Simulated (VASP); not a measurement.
Set up this calculation in VASP 6.6.1, as the native input.

| Item | Value |
| --- | --- |
| Task | single point |
| Functional | r2SCAN |
| Potentials or basis | VASP PAW PBE potentials, release 64 (Ce) |
| Cutoff | 520 eV |
| k mesh | 11 × 11 × 11 |
| Occupations | fermi-dirac, width 0.05 eV |
| Spin | collinear spin, typed start |
| Starting moments | [1.0] μB |
| Dipole correction | no |
| Further INCAR settings | ALGO = Normal; EDIFF = 1e-07; NBANDS = 16 |

Ce:

```
Ce
1.0
     0.00000    2.33454    2.33454
     2.33454    0.00000    2.33454
     2.33454    2.33454    0.00000
Ce
1
Direct
  0.00000 0.00000 0.00000
```

The cell isn't the ideal one: cell and atoms relaxed from 1.04 times the given volume, LAPW in place of PAW files.

These files were run (other wordings do the same):

POSCAR

```
Ce
1.0
    0.0000000000      2.3345380713      2.3345380713
    2.3345380713      0.0000000000      2.3345380713
    2.3345380713      2.3345380713      0.0000000000
Ce
1
Direct
    0.0000000000      0.0000000000      0.0000000000
```

INCAR.step1

```
PREC     = Accurate       # precision mode
ENCUT    = 520            # plane-wave cutoff, eV
ISMEAR   = -1             # smearing method
SIGMA    = 0.05           # smearing width, eV
LREAL    = False          # projectors in reciprocal space
LASPH    = True           # aspherical terms in the spheres
NELM     = 150            # most SCF steps
ISPIN    = 2              # spin polarisation
MAGMOM   = 1              # initial moments
LMAXMIX  = 6              # l up to which the mixer works
NBANDS   = 16             # bands
GGA      = PE             # functional
ALGO     = Normal         # electronic algorithm
EDIFF    = 1E-4           # SCF threshold, eV
LWAVE    = True           # write WAVECAR
LCHARG   = False          # write CHGCAR
```

INCAR.step2

```
PREC     = Accurate       # precision mode
ENCUT    = 520            # plane-wave cutoff, eV
EDIFF    = 1E-7           # SCF threshold, eV
ISMEAR   = -1             # smearing method
SIGMA    = 0.05           # smearing width, eV
LREAL    = False          # projectors in reciprocal space
LASPH    = True           # aspherical terms in the spheres
NELM     = 150            # most SCF steps
ALGO     = Normal         # electronic algorithm
ISIF     = 2              # what is computed and relaxed
LWAVE    = False          # write WAVECAR
LCHARG   = False          # write CHGCAR
ISPIN    = 2              # spin polarisation
MAGMOM   = 1              # initial moments
LORBIT   = 11             # projections on sites
LMAXMIX  = 6              # l up to which the mixer works
METAGGA  = R2SCAN         # meta-GGA
LMIXTAU  = True         
NBANDS   = 16             # bands
ISTART   = 1
```

KPOINTS

```
Automatic mesh
0
Gamma
  11 11 11
```

Potentials or basis: VASP PAW PBE potentials, release 64 (Ce).

Command:

```bash
$ cat potpaw_PBE.64/Ce/POTCAR > POTCAR
$ cp INCAR.step1 INCAR
$ mpirun -np 1 vasp_std > vasp.out
$ cp INCAR.step2 INCAR
$ mpirun -np 1 vasp_std > vasp.out
```

It gave:

- Pressure: -0.3 GPa
- Band gap on the k mesh: none (metal or under the smearing width)
- Net moment: 0.00 μB per cell
- Valence electrons inside the program's atomic spheres: Ce 10.04

Caveat: the magnetic or orbital state may not be the lowest; the PAW data sets were made with another functional, which shifts forces and pressure a little; spin-orbit coupling is left out, which moves the levels of the heavy elements.

Run time: 4 min on 1 thread of Intel(R) Xeon(R) Platinum 8259CL CPU @ 2.50GHz (Skylake/Cascade Lake) (shared host), peak memory 0.22 GiB.
